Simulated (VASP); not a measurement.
# GaP (F-43m) in VASP: a series of runs

One crystal, GaP, is run at these levels: PBE; tasks: single point, relaxation of cell and atoms.

All numbers are computed with VASP 6.6.1; they aren't measurements. Logs are shortened: lines on timing, memory, paths and dates and some standing lists are left out, and cuts for length are marked.

**Experimental background.**

From “Stacking defects in GaP nanowires: Electronic structure and optical properties”, 2018, arxiv:1810.01194, for a bulk crystal of GaP at 10 K: band gap 2.34 eV (indirect).

The results are compared with them further down.

## 1. Starting point

It takes space group F-43m (No. 216, cubic). The conventional cell has a = 5.451 Å, b = 5.451 Å, c = 5.451 Å, α = 90.00°, β = 90.00°, γ = 90.00°. Ga (site symmetry -43m) is surrounded by 4 P at 2.36 Å. Around P (site symmetry -43m) lie 4 Ga at 2.36 Å.

## 2. Single point, PBE

File INCAR:

```
SYSTEM = GaP
PREC     = Accurate       ! precision mode
ENCUT    = 520            ! plane-wave cutoff, eV
EDIFF    = 1E-7           ! SCF threshold, eV
ISMEAR   = 0              ! smearing method
SIGMA    = 0.028999999999999998 ! smearing width, eV
LREAL    = .FALSE.        ! projectors in reciprocal space
LASPH    = .TRUE.         ! aspherical terms in the spheres
NELM     = 60             ! most SCF steps
ALGO     = Normal         ! electronic algorithm
ISIF     = 2              ! what is computed and relaxed
LWAVE    = .FALSE.        ! write WAVECAR
LCHARG   = .FALSE.        ! write CHGCAR
GGA      = PE             ! functional
NBANDS   = 16             ! bands
```

File KPOINTS:

```
regular mesh
0
G
  8 8 8
  0 0 0
```

File POSCAR:

```
GaP
1.0
    0.0000000000      2.7252500000      2.7252500000
    2.7252500000      0.0000000000      2.7252500000
    2.7252500000      2.7252500000      0.0000000000
Ga P
1 1
Direct
    0.0000000000      0.0000000000      0.0000000000
    0.7500000000      0.7500000000      0.7500000000
```

Potentials or basis: VASP PAW PBE potentials, release 64 (Ga_d, P).

Run with:

```
$ cat potpaw_PBE.64/Ga_d/POTCAR potpaw_PBE.64/P/POTCAR > POTCAR
$ mpirun -np 1 vasp_std > vasp.out
```

OUTCAR:

```text
SYSTEM = GaP
   PREC = Accurate
   ENCUT = 520
   EDIFF = 1E-7
   ISMEAR = 0
   LREAL = .FALSE.
   LASPH = .TRUE.
   NELM = 60
   ISIF = 2
   GGA = PE

 ion  position               nearest neighbor table
   1  0.000  0.000  0.000-   2 2.36   2 2.36   2 2.36   2 2.36
   2  0.750  0.750  0.750-   1 2.36   1 2.36   1 2.36   1 2.36

  LATTYP: Found a face centered cubic cell.
 ALAT       =     5.4505000000

  Lattice vectors:

 A1 = (   0.0000000000,   2.7252500000,   2.7252500000)
 A2 = (   2.7252500000,   0.0000000000,   2.7252500000)
 A3 = (   2.7252500000,   2.7252500000,   0.0000000000)

Analysis of symmetry for initial positions (statically):
=====================================================================
 Subroutine PRICEL returns:
 Original cell was already a primitive cell.

 Routine SETGRP: Setting up the symmetry group for a
 face centered cubic supercell.

 Subroutine GETGRP returns: Found 24 space group operations
 (whereof 24 operations were pure point group operations)
 out of a pool of 48 trial point group operations.

The static configuration has the point symmetry T_d .

Analysis of symmetry for dynamics (positions and initial velocities):
=====================================================================
 Subroutine PRICEL returns:
 Original cell was already a primitive cell.

 Routine SETGRP: Setting up the symmetry group for a
 face centered cubic supercell.

 Subroutine GETGRP returns: Found 24 space group operations
 (whereof 24 operations were pure point group operations)
 out of a pool of 48 trial point group operations.

The dynamic configuration has the point symmetry T_d .

 Subroutine INISYM returns: Found 24 space group operations
 (whereof 24 operations are pure point group operations),
 and found     1 'primitive' translations

----------------------------------------------------------------------------------------

                                     Primitive cell

  volume of cell :      40.4808

  direct lattice vectors                    reciprocal lattice vectors
     0.000000000  2.725250000  2.725250000    -0.183469406  0.183469406  0.183469406
     2.725250000  0.000000000  2.725250000     0.183469406 -0.183469406  0.183469406
     2.725250000  2.725250000  0.000000000     0.183469406  0.183469406 -0.183469406

  length of vectors
     3.854085511  3.854085511  3.854085511     0.317778334  0.317778334  0.317778334

  position of ions in fractional coordinates (direct lattice)
     0.000000000  0.000000000  0.000000000
     0.750000000  0.750000000  0.750000000

  ion indices of the primitive-cell ions
   primitive index   ion index
                 1           1
                 2           2

----------------------------------------------------------------------------------------

 KPOINTS: regular mesh

Automatic generation of k-mesh.
 Grid dimensions read from file:
 generate k-points for:    8    8    8

 Generating k-lattice:

  Cartesian coordinates                     Fractional coordinates (reciprocal lattice)
    -0.022933676  0.022933676  0.022933676     0.125000000  0.000000000  0.000000000
     0.022933676 -0.022933676  0.022933676     0.000000000  0.125000000  0.000000000
     0.022933676  0.022933676 -0.022933676     0.000000000  0.000000000  0.125000000

  Length of vectors
     0.039722292  0.039722292  0.039722292

  Shift w.r.t. Gamma in fractional coordinates (k-lattice)
     0.000000000  0.000000000  0.000000000

 Subroutine IBZKPT returns following result:
 ===========================================

 Found     29 irreducible k-points:

 Following reciprocal coordinates:
            Coordinates               Weight
  0.000000  0.000000  0.000000      1.000000
  0.125000  0.000000  0.000000      8.000000
  0.250000  0.000000  0.000000      8.000000
  0.375000  0.000000  0.000000      8.000000
  0.500000  0.000000  0.000000      4.000000
  0.125000  0.125000  0.000000      6.000000
[... 16 lines left out ...]
  0.500000  0.250000  0.125000     48.000000
 -0.375000  0.250000  0.125000     24.000000
 [... further k-points ...]
   k-points           NKPTS =     29   k-points in BZ     NKDIM =     29   number of bands    NBANDS=     16
   number of dos      NEDOS =    301   number of ions     NIONS =      2
   total plane-waves  NPLWV =  27000
   dimension x,y,z NGX =    30 NGY =   30 NGZ =   30
   dimension x,y,z NGXF=    60 NGYF=   60 NGZF=   60
   ions per type =               1   1
   NGX,Y,Z   is equivalent  to a cutoff of  12.94, 12.94, 12.94 a.u.
   NGXF,Y,Z  is equivalent  to a cutoff of  25.88, 25.88, 25.88 a.u.
 SYSTEM =  GaP
   PREC   = accura    normal or accurate (medium, high low for compatibility)
   ISTART =      0    job   : 0-new  1-cont  2-samecut
   ICHARG =      2    charge: 1-file 2-atom 10-const
   ISPIN  =      1    spin polarized calculation?
   LNONCOLLINEAR =      F non collinear calculations
   LSORBIT =      F    spin-orbit coupling
   LASPH  =      T    aspherical Exc in radial PAW
   ENCUT  =  520.0 eV  38.22 Ry    6.18 a.u.   7.17  7.17  7.17*2*pi/ulx,y,z
   NELM   =     60;   NELMIN=  2; NELMDL= -5     # of ELM steps
   EDIFF  = 0.1E-06   stopping-criterion for ELM
   LREAL  =      F    real-space projection
   EDIFFG = 0.1E-05   stopping-criterion for IOM
   NSW    =      0    number of steps for IOM
   IBRION =     -1    ionic relax: 0-MD 1-quasi-New 2-CG
   NFREE  =      0    steps in history (QN), initial steepest desc. (CG)
   ISIF   =      2    stress and relaxation
   ISYM   =      2    0-nonsym 1-usesym 2-fastsym
   POTIM  = 0.5000    time-step for ionic-motion
   TEBEG  =    0.0;   TEEND  =   0.0 temperature during run
   PSTRESS=    0.0 pullay stress
   NELECT =      18.0000    total number of electrons
   NUPDOWN=      -1.0000    fix difference up-down
   EMIN   =  10.00;   EMAX   =-10.00  energy-range for DOS
   EFERMI =   0.00;   METHOD = LEGACY
   ISMEAR =     0;   SIGMA  =   0.03  broadening in eV -4-tet -1-fermi 0-gaus
   EFERMI_NEDOS =   21; number of points for ismear=-14 and -15
   IALGO  =     38    algorithm
   IMIX   =      4    mixing-type and parameters
     AMIX     =   0.40;   BMIX     =  1.00
     AMIX_MAG =   1.60;   BMIX_MAG =  1.00
  volume/ion in A,a.u.               =      20.24       136.59
  Fermi-wavevector in a.u.,A,eV,Ry     =   1.249538  2.361284 21.243377  1.561344
  Thomas-Fermi vector in A             =   2.383574
   LORBIT       =      0    0 simple, 1 ext, 2 COOP (PROOUT), +10 PAW based schemes
   GGA     = PE    functional components
   LHFCALC =     F    Hartree Fock is set to
   AEXX    =    0.0000 exact exchange contribution
   IVDW    =     0    specifies the selected vdW correction
   LEPSILON=     F    determine dielectric tensor
   LRPA    =     F    only Hartree local field effects (RPA)
 non-spin polarized calculation
 Gauss-broadening in eV      SIGMA  =   0.03
  energy-cutoff  :      520.00
  volume of cell :       40.48
 maximum number of plane-waves:      1106
 NGX is ok and might be reduce to    30
   NGX = 15   NGY = 15   NGZ = 15

 number of electron      17.9999989 magnetization

 Free energy of the ion-electron system (eV)
  ---------------------------------------------------
  ext. energy  EPLUGINS =         0.00000000
  ---------------------------------------------------
  free energy    TOTEN  =        -9.11612143 eV

  energy without entropy =       -9.11612143  energy(sigma->0) =       -9.11612143

 E-fermi :   4.7750     XC(G=0):  -9.8328

 val. band max:        4.6525341634   @ k =   0.0000   0.0000   0.0000
 cond. band min:       6.2942618285   @ k =   0.3750   0.3750   0.0000
 fundamental gap:      1.6417276651
 Fermi energy:         4.7749505293

 k-point     1 :       0.0000    0.0000    0.0000
  band No.  band energies     occupation
      1      -9.8988      2.00000
      2      -9.8988      2.00000
      3      -9.8988      2.00000
      4      -9.7991      2.00000
      5      -9.7991      2.00000
      6      -7.8392      2.00000
[... 8 lines left out ...]
     15      14.4398      0.00000
     16      14.4398      0.00000

 k-point     2 :       0.1250    0.0000    0.0000
  band No.  band energies     occupation
      1      -9.9125      2.00000
      2      -9.8941      2.00000
      3      -9.8941      2.00000
      4      -9.7991      2.00000
      5      -9.7991      2.00000
      6      -7.6368      2.00000
[... 8 lines left out ...]
     15      13.8172      0.00000
     16      14.3550      0.00000

 k-point     3 :       0.2500    0.0000    0.0000
  band No.  band energies     occupation
      1      -9.9426      2.00000
      2      -9.8841      2.00000
      3      -9.8841      2.00000
      4      -9.7978      2.00000
      5      -9.7978      2.00000
      6      -7.0633      2.00000
[... 8 lines left out ...]
     15      13.6347      0.00000
     16      14.5816      0.00000

 k-point     4 :       0.3750    0.0000    0.0000
  band No.  band energies     occupation
      1      -9.9698      2.00000
      2      -9.8764      2.00000
      3      -9.8764      2.00000
      4      -9.7941      2.00000
      5      -9.7941      2.00000
      6      -6.2634      2.00000
[... 8 lines left out ...]
     15      14.8318      0.00000
     16      14.8318      0.00000
[... 324 lines left out ...]
 k-point    22 :       0.3750    0.2500    0.1250
  band No.  band energies     occupation
      1      -9.9658      2.00000
      2      -9.8721      2.00000
      3      -9.8682      2.00000
      4      -9.8099      2.00000
      5      -9.7900      2.00000
      6      -6.5755      2.00000
[... 8 lines left out ...]
     15      15.7742      0.00000
     16      17.0761      0.00000

 k-point    23 :       0.5000    0.2500    0.1250
  band No.  band energies     occupation
      1      -9.9812      2.00000
      2      -9.8684      2.00000
      3      -9.8590      2.00000
      4      -9.8078      2.00000
      5      -9.7901      2.00000
      6      -5.8220      2.00000
[... 8 lines left out ...]
     15      16.1968      0.00000
     16      17.4873      0.00000

 k-point    24 :      -0.3750    0.2500    0.1250
  band No.  band energies     occupation
      1      -9.9869      2.00000
      2      -9.8679      2.00000
      3      -9.8558      2.00000
      4      -9.8042      2.00000
      5      -9.7918      2.00000
      6      -5.3673      2.00000
[... 8 lines left out ...]
     15      16.6576      0.00000
     16      17.1623      0.00000

 [... further k-points ...]
[... 5 lines left out ...]
  --------------------------------------------------------------------------------------
  -------------------------------------------------------------------------------------
  Total        0.6268804      0.6268804      0.6268804     -0.0000000     -0.0000000     -0.0000000
  in kB       24.8111114     24.8111114     24.8111114     -0.0000000     -0.0000000     -0.0000000
  external PRESSURE =      24.8111114 kB  Pullay stress =       0.0000000 kB

 VOLUME and BASIS-vectors are now :
 -----------------------------------------------------------------------------
  energy-cutoff  :      520.00
  volume of cell :       40.48
      direct lattice vectors                 reciprocal lattice vectors
     0.000000000  2.725250000  2.725250000    -0.183469406  0.183469406  0.183469406
     2.725250000  0.000000000  2.725250000     0.183469406 -0.183469406  0.183469406
     2.725250000  2.725250000  0.000000000     0.183469406  0.183469406 -0.183469406

 POSITION                                       TOTAL-FORCE (eV/Angst)
 -----------------------------------------------------------------------------------
      0.00000      0.00000      0.00000         0.000000      0.000000      0.000000
      4.08788      4.08788      4.08788        -0.000000     -0.000000     -0.000000
 -----------------------------------------------------------------------------------
    total drift:                               -0.000002     -0.000002     -0.000002

  FREE ENERGIE OF THE ION-ELECTRON SYSTEM (eV)
  ---------------------------------------------------
  free  energy   TOTEN  =        -9.1161214285 eV

  energy  without entropy=       -9.1161214285  energy(sigma->0) =       -9.11612143
```

Run time: 21 s. Hardware: 1 thread of Intel Xeon Platinum 8488C (Sapphire Rapids), shared host; peak memory 0.17 GiB.

What came out:

```
Free energy            : -9.1161 eV
Pressure               : 2.5 GPa
Band gap on the k mesh : 1.64 eV, indirect (least direct gap 1.83 eV)
```

Levels at points of the mesh, in eV from the valence-band top:
```
           k point  band 5  band 6  band 7  band 8  band 9  band 10  band 11  band 12  band 13  band 14
(0.00, 0.00, 0.00)  -14.45  -12.49    0.00    0.00    0.00     1.83     3.89     3.89     3.89     8.81
(0.50, 0.00, 0.00)  -14.44  -10.43   -6.63   -1.12   -1.12     1.67     4.72     4.72     8.29    10.89
(0.50, 0.50, 0.00)  -14.43   -9.53   -6.75   -2.68   -2.68     1.65     1.82    10.60    10.60    11.20
```

## 3. Relaxation of cell and atoms, PBE

File INCAR:

```
SYSTEM = GaP
PREC     = Accurate       ! precision mode
ENCUT    = 580            ! plane-wave cutoff, eV
EDIFF    = 1E-7           ! SCF threshold, eV
ISMEAR   = -1             ! smearing method
SIGMA    = 0.05           ! smearing width, eV
LREAL    = .False.        ! projectors in reciprocal space
LASPH    = .True.         ! aspherical terms in the spheres
NELM     = 60             ! most SCF steps
ALGO     = Normal         ! electronic algorithm
ISIF     = 3              ! what is computed and relaxed
LWAVE    = .False.        ! write WAVECAR
LCHARG   = .False.        ! write CHGCAR
GGA      = PE             ! functional
IBRION   = 2              ! ionic algorithm
NSW      = 40             ! ionic steps
EDIFFG   = -0.02          ! ionic threshold
```

File KPOINTS:

```
Automatic mesh
0
Gamma
  8 8 8
  0 0 0
```

POSCAR is that of step 2.

Potentials or basis: VASP PAW PBE potentials, release 64 (Ga, P).

Run with:

```
$ cat potpaw_PBE.64/Ga/POTCAR potpaw_PBE.64/P/POTCAR > POTCAR
$ mpirun -np 1 vasp_std > vasp.out
```

It took 26 s on 1 thread of Intel Xeon Platinum 8488C (Sapphire Rapids), shared host; peak memory 0.17 GiB.

The run converged. Its results:

```yaml
Free_energy: -9.1054 eV
Relaxed_volume: 21.18 Å³/atom
Relaxed_cell: a = 3.913 Å, b = 3.913 Å, c = 3.913 Å, α = 60.00°, β = 60.00°, γ = 60.00°
Space_group_after_relaxing_to_0.05_Å: F-43m (No. 216)
Energy_gained_by_relaxing: 11.2 meV/atom
Ionic_steps: 3
Pressure_after_relaxing: 0.0 GPa
Band_gap_on_the_k_mesh: 1.52 eV, direct
```

Step by step:
| step | energy change (eV) | largest force (eV/Å) | pressure (GPa) | volume (Å³) |
| --- | --- | --- | --- | --- |
| 1 | 0.0000 | 0.0000 | 3.98 | 40.48 |
| 2 | -0.0152 | 0.0000 | -1.96 | 43.50 |
| 3 | -0.0224 | 0.0000 | 0.00 | 42.36 |

Final structure:
```cif
data_structure
_symmetry_space_group_name_H-M 'P 1'
_symmetry_Int_Tables_number 1
_cell_length_a 3.9129
_cell_length_b 3.9129
_cell_length_c 3.9129
_cell_angle_alpha 60.000
_cell_angle_beta 60.000
_cell_angle_gamma 60.000
_cell_volume 42.36
loop_
_atom_site_label
_atom_site_type_symbol
_atom_site_fract_x
_atom_site_fract_y
_atom_site_fract_z
_atom_site_occupancy
Ga1 Ga 0.00000 0.00000 0.00000 1
P1 P 0.75000 0.75000 0.75000 1
```

Levels at points of the mesh, in eV from the valence-band top:
```csv
k point,band 1,band 2,band 3,band 4,band 5,band 6,band 7,band 8
"(0.00, 0.00, 0.00)",-12.13,0.00,0.00,0.00,1.52,3.94,3.94,3.94
"(0.50, 0.00, 0.00)",-10.33,-6.34,-1.04,-1.04,1.58,4.76,4.76,8.20
"(0.50, 0.50, 0.00)",-9.51,-6.51,-2.51,-2.51,1.76,1.89,10.31,10.31
```

A k mesh can miss the band edges. PBE usually gives volumes a little too large and moduli too small.

## 4. The reference run

An earlier run on the cell as given: functional PBE; potentials or basis VASP PAW PBE potentials, release 64 (Ga_d, P); cutoff 520 eV; k mesh 8 × 8 × 8; occupations fermi-dirac, width 0.05 eV; no spin polarisation.

* Pressure: 2.5 GPa
* Band gap on the k mesh: 1.64 eV, indirect (least direct gap 1.83 eV)

## 5. Overview

```csv
task,potentials or basis,cell,cutoff (eV),smearing,gap on the mesh (eV),pressure (GPa)
single point,"VASP PAW PBE potentials, release 64 (Ga_d, P)",as given,520,gaussian 0.029 eV,1.64,2.5
relaxation of cell and atoms,"VASP PAW PBE potentials, release 64 (Ga, P)",relaxed,580,fermi-dirac 0.05 eV,1.52,0.0
single point,"VASP PAW PBE potentials, release 64 (Ga_d, P)",as given,520,fermi-dirac 0.05 eV,1.64,2.5
```

Alike in all rows: level PBE; no spin polarisation; k mesh 8 × 8 × 8.

Total energies depend on the potentials used, so only differences within one code and one set of settings carry meaning.

## 6. How close it comes

Step 2. Against the measured gap of GaP, 2.34 eV (indirect; 10 K; quoted in “Stacking defects in GaP nanowires: Electronic structure and optical properties”, 2018, arxiv:1810.01194), the calculated 1.64 eV is off by -0.70 eV. Spin-orbit coupling on Ga is left out. The value is that of PBE on a finite k mesh, which can miss the band edges, without temperature or zero-point motion. Semilocal functionals fall short of measured gaps as a rule.
